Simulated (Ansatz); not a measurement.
System: I (fcc type), 1 atom in the cell.

Computed with PBE with spin–orbit coupling, all-electron LAPW, point nucleus (Ansatz).

k-mesh 4×4×4 Γ-centred; Fermi–Dirac smearing of 0.15 eV.

```yaml
crystal:
  lattice:
    - [0.00000, 2.59620, 2.59620]
    - [2.59620, 0.00000, 2.59620]
    - [2.59620, 2.59620, 0.00000]
  atoms:
    - { symbol: I, position: [0.00000, 0.00000, 0.00000] }
```
Lattice in Å, positions in fractions of it.

Q: What pressure does the calculation give?

A: The pressure is 0.96 GPa, so at these settings the cell is compressed and would expand.

The k-mesh is coarse, so these values belong to this mesh and can lie far from the converged ones. This cubic structure is a model: it isn't the usual form of the substance at ambient conditions, and such phases are metastable or hypothetical.
